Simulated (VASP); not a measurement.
# Ni (Fm-3m) in VASP: a series of runs

The runs below take Ni through band structure, with PBEsol, PBE+D3(BJ).

Everything below comes from runs of VASP 6.6.1. Logs are shortened: lines on timing, memory, paths and dates and some standing lists are left out, and cuts for length are marked.

### 1 The structure

It takes space group Fm-3m (No. 225, cubic). The conventional cell has a = 3.461 Å, b = 3.461 Å, c = 3.461 Å, α = 90.00°, β = 90.00°, γ = 90.00°. Ni (site symmetry m-3m) has 12 Ni at 2.45 Å as nearest neighbours.

### 2 Band structure, PBEsol, collinear spin, ferromagnetic start

File INCAR:

```
SYSTEM = Ni
PREC     = Accurate       ! precision mode
ENCUT    = 520            ! plane-wave cutoff, eV
EDIFF    = 1E-6           ! SCF threshold, eV
ISMEAR   = 1              ! smearing method
SIGMA    = 0.1            ! smearing width, eV
LREAL    = .FALSE.        ! projectors in reciprocal space
LASPH    = .TRUE.         ! aspherical terms in the spheres
NELM     = 150            ! most SCF steps
ALGO     = Normal         ! electronic algorithm
ISIF     = 2              ! what is computed and relaxed
LWAVE    = .FALSE.        ! write WAVECAR
LCHARG   = .FALSE.        ! write CHGCAR
ISPIN    = 2              ! spin polarisation
MAGMOM   = 2              ! initial moments
LORBIT   = 11             ! projections on sites
LMAXMIX  = 4              ! l up to which the mixer works
GGA      = PS             ! functional
NBANDS   = 15             ! bands
AMIX     = 0.2          
BMIX     = 1E-4         
AMIX_MAG = 0.8          
BMIX_MAG = 1E-4         
ICORELEVEL= 1
```

File KPOINTS:

```
regular mesh
0
G
  18 18 18
  0 0 0
```

File POSCAR:

```
Ni                                      
1.0
    0.0000000000      1.7306544190      1.7306544190
    1.7306544190      0.0000000000      1.7306544190
    1.7306544190      1.7306544190      0.0000000000
  Ni            
     1
Direct
     0.0000000000000000    0.0000000000000000    0.0000000000000000
```

File KPOINTS_OPT:

```
explicit points
156
Reciprocal
 0.0000000000  0.0000000000  0.0000000000 1
 0.0357142857  0.0000000000  0.0357142857 1
 0.0714285714  0.0000000000  0.0714285714 1
 0.1071428571  0.0000000000  0.1071428571 1
 0.1428571429  0.0000000000  0.1428571429 1
 0.1785714286  0.0000000000  0.1785714286 1
[... 148 lines left out ...]
 0.5000000000  0.2500000000  0.7500000000 1
 0.5000000000  0.0000000000  0.5000000000 1
```

Potentials or basis: VASP PAW PBE potentials, release 64 (Ni).

On the command line:

```sh
$ cat potpaw_PBE.64/Ni/POTCAR > POTCAR
$ mpirun -np 1 vasp_std > vasp.out
```

OUTCAR:

```text
SYSTEM = Ni
   PREC = Accurate
   ENCUT = 520
   EDIFF = 1E-6
   ISMEAR = 1
   LREAL = .FALSE.
   LASPH = .TRUE.
   NELM = 150
   ISIF = 2
   ISPIN = 2
   LORBIT = 11
   GGA = PS
   AMIX = 0.2
   AMIX_MAG = 0.8

 ion  position               nearest neighbor table
   1  0.000  0.000  0.000-

  LATTYP: Found a face centered cubic cell.
 ALAT       =     3.4613088380

  Lattice vectors:

 A1 = (   0.0000000000,   1.7306544190,   1.7306544190)
 A2 = (   1.7306544190,   0.0000000000,   1.7306544190)
 A3 = (   1.7306544190,   1.7306544190,   0.0000000000)

Analysis of symmetry for initial positions (statically):
=====================================================================
 Subroutine PRICEL returns:
 Original cell was already a primitive cell.

 Routine SETGRP: Setting up the symmetry group for a
 face centered cubic supercell.

 Subroutine GETGRP returns: Found 48 space group operations
 (whereof 48 operations were pure point group operations)
 out of a pool of 48 trial point group operations.

The static configuration has the point symmetry O_h .

Analysis of symmetry for dynamics (positions and initial velocities):
=====================================================================
 Subroutine PRICEL returns:
 Original cell was already a primitive cell.

 Routine SETGRP: Setting up the symmetry group for a
 face centered cubic supercell.

 Subroutine GETGRP returns: Found 48 space group operations
 (whereof 48 operations were pure point group operations)
 out of a pool of 48 trial point group operations.

The dynamic configuration has the point symmetry O_h .

Analysis of structural, dynamic, and magnetic symmetry:
=====================================================================
 Subroutine PRICEL returns:
 Original cell was already a primitive cell.

 Routine SETGRP: Setting up the symmetry group for a
 face centered cubic supercell.

 Subroutine GETGRP returns: Found 48 space group operations
 (whereof 48 operations were pure point group operations)
 out of a pool of 48 trial point group operations.

The overall configuration has the point symmetry O_h .

 Subroutine INISYM returns: Found 48 space group operations
 (whereof 48 operations are pure point group operations),
 and found     1 'primitive' translations

----------------------------------------------------------------------------------------

                                     Primitive cell

  volume of cell :      10.3672

  direct lattice vectors                    reciprocal lattice vectors
     0.000000000  1.730654419  1.730654419    -0.288908054  0.288908054  0.288908054
     1.730654419  0.000000000  1.730654419     0.288908054 -0.288908054  0.288908054
     1.730654419  1.730654419  0.000000000     0.288908054  0.288908054 -0.288908054

  length of vectors
     2.447514951  2.447514951  2.447514951     0.500403428  0.500403428  0.500403428

  position of ions in fractional coordinates (direct lattice)
     0.000000000  0.000000000  0.000000000

  ion indices of the primitive-cell ions
   primitive index   ion index
                 1           1

----------------------------------------------------------------------------------------

 KPOINTS: regular mesh

Automatic generation of k-mesh.
 Grid dimensions read from file:
 generate k-points for:   18   18   18

 Generating k-lattice:

  Cartesian coordinates                     Fractional coordinates (reciprocal lattice)
    -0.016050447  0.016050447  0.016050447     0.055555556  0.000000000  0.000000000
     0.016050447 -0.016050447  0.016050447     0.000000000  0.055555556  0.000000000
     0.016050447  0.016050447 -0.016050447     0.000000000  0.000000000  0.055555556

  Length of vectors
     0.027800190  0.027800190  0.027800190

  Shift w.r.t. Gamma in fractional coordinates (k-lattice)
     0.000000000  0.000000000  0.000000000

 Subroutine IBZKPT returns following result:
 ===========================================

 Found    195 irreducible k-points:

 Following reciprocal coordinates:
            Coordinates               Weight
  0.000000  0.000000  0.000000      1.000000
  0.055556  0.000000  0.000000      8.000000
  0.111111  0.000000  0.000000      8.000000
  0.166667  0.000000  0.000000      8.000000
  0.222222  0.000000  0.000000      8.000000
  0.277778  0.000000  0.000000      8.000000
[... 16 lines left out ...]
 -0.277778  0.055556  0.000000     24.000000
 -0.222222  0.055556  0.000000     24.000000
 [... further k-points ...]
   k-points           NKPTS =    195   k-points in BZ     NKDIM =    195   number of bands    NBANDS=     15
   number of dos      NEDOS =    301   number of ions     NIONS =      1
   total plane-waves  NPLWV =   5832
   dimension x,y,z NGX =    18 NGY =   18 NGZ =   18
   dimension x,y,z NGXF=    36 NGYF=   36 NGZF=   36
   ions per type =               1
   NGX,Y,Z   is equivalent  to a cutoff of  12.23, 12.23, 12.23 a.u.
   NGXF,Y,Z  is equivalent  to a cutoff of  24.45, 24.45, 24.45 a.u.
 SYSTEM =  Ni
   PREC   = accura    normal or accurate (medium, high low for compatibility)
   ISTART =      0    job   : 0-new  1-cont  2-samecut
   ICHARG =      2    charge: 1-file 2-atom 10-const
   ISPIN  =      2    spin polarized calculation?
   LNONCOLLINEAR =      F non collinear calculations
   LSORBIT =      F    spin-orbit coupling
   LASPH  =      T    aspherical Exc in radial PAW
   ENCUT  =  520.0 eV  38.22 Ry    6.18 a.u.   4.55  4.55  4.55*2*pi/ulx,y,z
   NELM   =    150;   NELMIN=  2; NELMDL= -5     # of ELM steps
   EDIFF  = 0.1E-05   stopping-criterion for ELM
   LREAL  =      F    real-space projection
   EDIFFG = 0.1E-04   stopping-criterion for IOM
   NSW    =      0    number of steps for IOM
   IBRION =     -1    ionic relax: 0-MD 1-quasi-New 2-CG
   NFREE  =      0    steps in history (QN), initial steepest desc. (CG)
   ISIF   =      2    stress and relaxation
   ISYM   =      2    0-nonsym 1-usesym 2-fastsym
   POTIM  = 0.5000    time-step for ionic-motion
   TEBEG  =    0.0;   TEEND  =   0.0 temperature during run
   PSTRESS=    0.0 pullay stress
   NELECT =      10.0000    total number of electrons
   NUPDOWN=      -1.0000    fix difference up-down
   EMIN   =  10.00;   EMAX   =-10.00  energy-range for DOS
   EFERMI =   0.00;   METHOD = LEGACY
   ISMEAR =     1;   SIGMA  =   0.10  broadening in eV -4-tet -1-fermi 0-gaus
   EFERMI_NEDOS =   21; number of points for ismear=-14 and -15
   IALGO  =     38    algorithm
   IMIX   =      4    mixing-type and parameters
     AMIX     =   0.20;   BMIX     =  0.00
     AMIX_MAG =   0.80;   BMIX_MAG =  0.00
  volume/ion in A,a.u.               =      10.37        69.96
  Fermi-wavevector in a.u.,A,eV,Ry     =   1.617538  3.056703 35.598678  2.616429
  Thomas-Fermi vector in A             =   2.711947
   LORBIT       =     11    0 simple, 1 ext, 2 COOP (PROOUT), +10 PAW based schemes
   GGA     = PS    functional components
   LHFCALC =     F    Hartree Fock is set to
   AEXX    =    0.0000 exact exchange contribution
   IVDW    =     0    specifies the selected vdW correction
   LEPSILON=     F    determine dielectric tensor
   LRPA    =     F    only Hartree local field effects (RPA)
 spin polarized calculation
 Methfessel and Paxton  Order N= 1 SIGMA  =   0.10
  energy-cutoff  :      520.00
  volume of cell :       10.37
 maximum number of plane-waves:       292
   NGX =  9   NGY =  9   NGZ =  9

 number of electron      10.0000000 magnetization       2.0000000

 number of electron       9.9999993 magnetization       0.6116002

 Free energy of the ion-electron system (eV)
  ---------------------------------------------------
  ext. energy  EPLUGINS =         0.00000000
  ---------------------------------------------------
  free energy    TOTEN  =        -6.13708568 eV

  energy without entropy =       -6.13735827  energy(sigma->0) =       -6.13717654

 the core state eigenenergies are
   1-  1s  -8194.7529  2s   -964.7752  2p   -827.6476  3s    -93.4909  3p    -53.8671

 E-fermi :   9.8880     XC(G=0): -13.7243

 val. band max:        9.8834894746   @ k =   0.3889   0.3889   0.0000
 cond. band min:       9.8989203299   @ k =  -0.4444   0.5000   0.0556
 fundamental gap:      0.0154308553
 Fermi energy:         9.8880250425

 spin component 1

 k-point     1 :       0.0000    0.0000    0.0000
  band No.  band energies     occupation
      1       0.4848      1.00000
      2       7.3365      1.00000
      3       7.3365      1.00000
      4       7.3365      1.00000
      5       8.5969      1.00000
      6       8.5969      1.00000
      7      33.9908      0.00000
      8      38.2135      0.00000
      9      38.2135      0.00000
     10      38.2135      0.00000
     11      41.2982      0.00000
     12      41.2982      0.00000
     13      41.2982      0.00000
     14      44.2058      0.00000
     15      51.0268      0.00000
[... 253 lines left out ...]
 k-point    16 :       0.3333    0.0556    0.0000
  band No.  band energies     occupation
      1       3.8631      1.00000
      2       7.0742      1.00000
      3       7.4867      1.00000
      4       7.5696      1.00000
      5       8.8696      1.00000
      6       9.0062      1.00000
      7      21.6956      0.00000
      8      32.9539      0.00000
      9      33.8425      0.00000
     10      36.9713      0.00000
     11      39.3715      0.00000
     12      41.9660      0.00000
     13      44.1603      0.00000
     14      48.9826      0.00000
     15      52.7630      0.00000

 Fermi energy:         9.8880250425

 spin component 2

 k-point     1 :       0.0000    0.0000    0.0000
  band No.  band energies     occupation
      1       0.4764      1.00000
      2       8.0481      1.00000
      3       8.0481      1.00000
      4       8.0481      1.00000
      5       9.1861      1.00000
      6       9.1861      1.00000
      7      33.8875      0.00000
      8      38.2098      0.00000
      9      38.2098      0.00000
     10      38.2098      0.00000
     11      41.4221      0.00000
     12      41.4221      0.00000
     13      41.4221      0.00000
     14      44.1212      0.00000
     15      51.2304      0.00000
[... 397 lines left out ...]
 k-point    24 :      -0.2222    0.0556    0.0000
  band No.  band energies     occupation
      1       2.7567      1.00000
      2       7.5543      1.00000
      3       8.2405      1.00000
      4       8.3042      1.00000
      5       9.1191      1.00000
      6       9.4730      1.00000
      7      25.4766      0.00000
      8      32.5136      0.00000
      9      35.9734      0.00000
     10      38.2803      0.00000
     11      40.6460      0.00000
     12      40.8581      0.00000
     13      45.3814      0.00000
     14      46.6743      0.00000
     15      49.7995      0.00000

 [... further k-points ...]

------------------------ aborting loop because EDIFF is reached ----------------------------------------

  FORCE on cell =-STRESS in cart. coord.  units (eV):
  Direction    XX          YY          ZZ          XY          YZ          ZX
  --------------------------------------------------------------------------------------
  -------------------------------------------------------------------------------------
  Total        0.0083113      0.0083113      0.0083113      0.0000000      0.0000000      0.0000000
  in kB        1.2844471      1.2844471      1.2844471      0.0000000      0.0000000      0.0000000
  external PRESSURE =       1.2844471 kB  Pullay stress =       0.0000000 kB

 VOLUME and BASIS-vectors are now :
 -----------------------------------------------------------------------------
  energy-cutoff  :      520.00
  volume of cell :       10.37
      direct lattice vectors                 reciprocal lattice vectors
     0.000000000  1.730654419  1.730654419    -0.288908054  0.288908054  0.288908054
     1.730654419  0.000000000  1.730654419     0.288908054 -0.288908054  0.288908054
     1.730654419  1.730654419  0.000000000     0.288908054  0.288908054 -0.288908054

 POSITION                                       TOTAL-FORCE (eV/Angst)
 -----------------------------------------------------------------------------------
      0.00000      0.00000      0.00000         0.000000      0.000000     -0.000000
 -----------------------------------------------------------------------------------
    total drift:                                0.000000     -0.000000     -0.000000

  FREE ENERGIE OF THE ION-ELECTRON SYSTEM (eV)
  ---------------------------------------------------
  free  energy   TOTEN  =        -6.1370856793 eV

  energy  without entropy=       -6.1373582749  energy(sigma->0) =       -6.13717654

 total charge

# of ion       s       p       d       tot
------------------------------------------
    1        0.522   0.547   8.335   9.404

 magnetization (x)

# of ion       s       p       d       tot
------------------------------------------
    1       -0.006  -0.024   0.647   0.617
```

Run time: 51 s. Hardware: 1 thread of Intel Xeon Platinum 8488C (Sapphire Rapids), shared host; peak memory 0.19 GiB.

Results:

| Quantity | Value |
| --- | --- |
| Free energy | -6.1371 eV |
| Pressure | 0.1 GPa |
| Band gap along the path | none (metal or under the smearing width) |
| Net moment | 0.61 μB per cell |
| Site moments | Ni +0.62 μB |
| Valence electrons inside the program's atomic spheres | Ni 9.40 |

Core levels (eV, on the scale of the bands):
```
atom                                                levels
1 Ni  1s -8194.8, 2s -964.8, 2p -827.6, 3s -93.5, 3p -53.9
```

Caveat: the PAW data sets were made with another functional, which shifts forces and pressure a little.

(Part 1 of 2 ends here.)
